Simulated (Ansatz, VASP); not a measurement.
**BeTe in VASP and in Ansatz**

```
Be Te
1.0
     0.00000    3.00918    2.34716
     3.00918    0.00000    2.34716
     3.00918    3.00918    0.00000
Be Te
1 1
Direct
  0.00000 0.00000 0.00000
  0.75000 0.75000 0.75000
```

Alike in both runs: task single point; functional LDA; k mesh 10 × 10 × 10; occupations gaussian, width 0.05 eV; no spin polarisation.

```csv
,VASP,Ansatz
version,VASP 6.6.1,Ansatz 0.2.0
potentials or method,"VASP PAW LDA potentials, release 64 (Be, Te)","scalar-relativistic, plane waves, PAW"
plane-wave cutoff (eV),520,420
valence electrons in the cell,8,18
```

Ansatz gave:

```
gap on the k mesh at the Fermi level (eV)       : 0.36
least direct gap on the mesh (eV)               : 2.63
pressure (GPa)                                  : -0.3
largest component of the traceless stress (GPa) : 6.20
```

Question: What did VASP give for the same quantities?

Answer: gap on the k mesh at the Fermi level (eV): 0.34; least direct gap on the mesh (eV): 2.62; pressure (GPa): 0.0; largest component of the traceless stress (GPa): 6.15.

The two sets of potentials don't hold the same shells in valence.

Caveats: spin-orbit coupling is left out, which moves the levels of the heavy elements.
